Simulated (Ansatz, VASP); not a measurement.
This is a calculation of MoS2 for Ansatz 0.2.0.

The input input.yaml:

```yaml
crystal:
  lattice:
    - [1.5748587398, 0.9092451173, 6.073955184]
    - [-1.5748587398, 0.9092451173, 6.073955184]
    - [0.0, -1.8184902347, 6.073955184]
  atoms:
    - { symbol: Mo, position: [0.0, 0.0, 0.0] }
    - { symbol: S, position: [0.25, 0.25, 0.25] }
    - { symbol: S, position: [0.75, 0.75, 0.75] }
hamiltonian:
  xc: pbe
  pseudopotentials: { kind: paw }
kpoints:
  mp_grid: { grid: [10, 10, 10] }
scf:
  occupations: { method: fermi_dirac, width: 0.05 }
output:
  forces: true
  stress: true
  eigenvalues: true
```

Potentials or basis: Ansatz PAW.

Launch:

```sh
$ ansatz run input.yaml --threads 2 --pin off --max-ram 5120MiB --backend cpu --events-out ev --progress --plain --runs-dir out
```

Task: Set up the same calculation for VASP 6.6.1. Potentials there: VASP PAW PBE potentials, release 64 (Mo_sv, S).

Result: As run (the cutoff follows the program's own potentials):

File INCAR:

```
  ALGO = Normal
  EDIFF = 1E-7
  ENCUT = 520
  GGA = PE
  ISIF = 2
  ISMEAR = -1
  LASPH = True
  LCHARG = False
  LREAL = False
  LWAVE = False
  NBANDS = 20
  NELM = 80
  PREC = Accurate
  SIGMA = 0.05
```

File KPOINTS:

```
k-points
0
Gamma
  10 10 10
```

The input POSCAR:

```
MoS2
1.0
    1.5748587398      0.9092451173      6.0739551840
   -1.5748587398      0.9092451173      6.0739551840
    0.0000000000     -1.8184902347      6.0739551840
Mo S
1 2
Direct
    0.0000000000      0.0000000000      0.0000000000
    0.2500000000      0.2500000000      0.2500000000
    0.7500000000      0.7500000000      0.7500000000
```

Potentials or basis: VASP PAW PBE potentials, release 64 (Mo_sv, S).

Run with:

```sh
$ cat potpaw_PBE.64/Mo_sv/POTCAR potpaw_PBE.64/S/POTCAR > POTCAR
$ mpirun -np 1 vasp_std > vasp.out
```

Both were run:

|  | VASP | Ansatz | Ansatz less VASP |
| --- | --- | --- | --- |
| gap on the k mesh at the Fermi level (eV) | none | none | - |
| pressure (GPa) | 11.3 | 11.4 | +0.15 |
| largest component of the traceless stress (GPa) | 3.28 | 3.28 | 0.000 |
| rms of the force components (eV/Å) | 0.645 | 0.651 | +0.0061 |

Atom by atom the forces differ by 0.006 eV/Å (rms over components). A gap of «none» marks a metal or a gap that the smearing closes.

Caveats: the cell's inner coordinates are idealised or old, which leaves forces on the atoms.
